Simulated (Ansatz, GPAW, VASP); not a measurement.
## Ag: programs and potentials compared

```
CELL_PARAMETERS angstrom
0.00000 2.04275 2.04275
2.04275 0.00000 2.04275
2.04275 2.04275 0.00000
ATOMIC_POSITIONS crystal
Ag 0.00000 0.00000 0.00000
```

Alike in all runs: task single point; functional PBE; k mesh 11 × 11 × 11; occupations gaussian, width 0.022 eV; no spin polarisation; no spin-orbit coupling. Pressure is positive in compression and, in plane waves, holds the error of the finite cutoff.

| program and potentials | plane-wave cutoff (eV) | notes | pressure (GPa) |
| --- | --- | --- | --- |
| VASP, PBE PAW files Ag, 520 eV | 520 | 11 valence electrons an atom on average | 4.10 |
| GPAW, GPAW PAW data sets (gpaw-data 1.2.1) | 600 | 17 valence electrons an atom on average | 4.20 |
| Ansatz, all-electron LAPW, scalar-relativistic | - | - | 4.25 |

The pressure spans 4.10 (VASP, PBE PAW files Ag, 520 eV) to 4.25 GPa (Ansatz, all-electron LAPW, scalar-relativistic), with all-electron results at 4.25.

Differences between rows come from potentials, basis sets and numerical settings, since the functional is the same but for its coding. Runs on potential files found faulty are left out.

All three calculations place silver under compression at this cell, with pressures from 4.10 to 4.25 GPa. The spread is small beside the pressure itself, so the outward push belongs mainly to PBE at this volume rather than to any one potential. The cell is close to the measured one for fcc silver, where a functional that described the metal exactly would give a pressure near zero. PBE is known to underbind the late 4d metals and to make their lattices too large. In silver the filled 4d shell adds little net bonding, and cohesion rests largely on the sp electrons and their hybridisation with the d states. Too weak an attraction, possibly including missing dispersion between the polarisable d shells, therefore leaves the short-range repulsion uncompensated.

The pressure rises from 11 to 17 valence electrons and again to the all-electron result, which may reflect the treatment of the semicore 4p shell, though the data sets differ in other ways too. Agreement at one volume does not establish equal bulk moduli.
